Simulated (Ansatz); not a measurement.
Sn:

```
Sn
1.0
     0.00000    3.23334    3.23334
     3.23334    0.00000    3.23334
     3.23334    3.23334    0.00000
Sn
2
Cartesian
  4.8500 4.8500 4.8500
  3.2333 3.2333 3.2333
```

This isn't the form of Sn at room conditions, which is tetragonal (white tin).

Base run:

```yaml
Program: Ansatz 0.2.0
Functional: RPBE
Potentials_or_basis: all-electron LAPW, scalar-relativistic
Cutoff: 257 eV (chosen from the basis error)
Basis_error_allowed: 0.001 eV/atom
k_mesh: 7 × 7 × 7
Occupations: fermi-dirac, width 0.05 eV
Spin: no spin polarisation
```

Its results: pressure 5.2 GPa.

Task: The run is repeated on the same cell with these changes: functional from RPBE to BLYP. What comes out?

Result: Pressure 6.5 GPa.
